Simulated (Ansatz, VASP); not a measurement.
# WSe2 in VASP and in Ansatz

```
Se W
1.0
     3.28549    0.00000    0.00000
    -1.64275    2.84532    0.00000
     0.00000    0.00000   24.23865
Se W
4 2
Direct
  0.33333 0.66667 0.18565
  0.33333 0.66667 0.32466
  0.50000 0.33333 0.45297
  0.50000 0.33333 0.59197
  0.66667 0.33333 0.25516
  0.83333 0.00000 0.52247
```

Alike in both runs: task single point; functional PBE; dispersion D3(BJ); k mesh 9 × 9 × 1; occupations gaussian, width 0.05 eV; no spin polarisation.

|  | VASP | Ansatz |
| --- | --- | --- |
| version | VASP 6.6.1 | Ansatz 0.2.0 |
| potentials or method | VASP PAW PBE potentials, release 64 (Se, W_sv) | scalar-relativistic, plane waves, PAW |
| plane-wave cutoff (eV) | 520 | 420 |
| valence electrons in the cell | 52 | 92 |

```tsv
	VASP	Ansatz	Ansatz less VASP
gap on the k mesh at the Fermi level (eV)	1.41	1.41	+0.005
least direct gap on the mesh (eV)	1.62	1.62	+0.004
rms of the force components (eV/Å)	0.029	0.033	+0.0041
```

The two sets of potentials don't hold the same shells in valence.

Caveats: spin-orbit coupling is left out, which moves the levels of the heavy elements.
